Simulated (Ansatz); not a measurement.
## What a trial cell of Re relaxes into

Level of theory: DFT PBE, scalar-relativistic, plane waves, PAW in Ansatz. Cutoff 420 eV, Γ-centred k mesh, Gaussian smearing, no spin polarisation in the final step.

The start puts Re on the beta-tungsten (A15) structure type (Pm-3n, No. 223), at a guessed volume.

```xyz
8
Lattice="4.9336 0.0000 0.0000 0.0000 4.9336 0.0000 0.0000 0.0000 4.9336" Properties=species:S:1:pos:R:3 pbc="T T T"
Re    2.4668    2.4668    2.4668
Re    0.0000    0.0000    0.0000
Re    1.2334    0.0000    2.4668
Re    2.4668    1.2334    0.0000
Re    2.4668    3.7002    0.0000
Re    3.7002    0.0000    2.4668
Re    0.0000    2.4668    3.7002
Re    0.0000    2.4668    1.2334
```

Cell and atoms relax at zero pressure; the relaxation can't lower the symmetry of the start. After a coarse first stage the cell is made exact in the group found at 0.06 Å.

Energies count from the standard state of Re at the same level.

Describe the relaxed structure.

It keeps Pm-3n (No. 223). The result has the beta-tungsten (A15) structure. Conventional cell: a = 4.952 Å. Re on Wyckoff site a (2 atoms of the primitive cell) is coordinated by 12 Re at 2.77 Å; around Re on Wyckoff site c (6 atoms of the primitive cell) lie 2 Re at 2.48 Å, 4 Re at 2.77 Å and 8 Re at 3.03 Å.

```
Re
1.0
     4.95170    0.00000    0.00000
     0.00000    4.95170    0.00000
     0.00000    0.00000    4.95170
Re
8
Cartesian
  2.4758 2.4758 2.4758
  0.0000 0.0000 0.0000
  1.2379 0.0000 2.4758
  2.4758 1.2379 0.0000
  2.4758 3.7138 0.0000
  3.7138 0.0000 2.4758
  0.0000 2.4758 3.7138
  0.0000 2.4758 1.2379
```

What are its volume, energy, density and gap?

The volume per atom is 15.18 Å³. The density is 20.37 g/cm³ and the energy over the standard structure is 0.17 eV/atom. The gap on the 8×8×8 mesh is 0 eV (a metal).

The final run used a 8×8×8 mesh on its 8-atom cell and 0.10 eV smearing. For metals, differences of a few meV/atom aren't resolved. Spin–orbit coupling is left out. A structure relaxed within its symmetry needn't be a true minimum.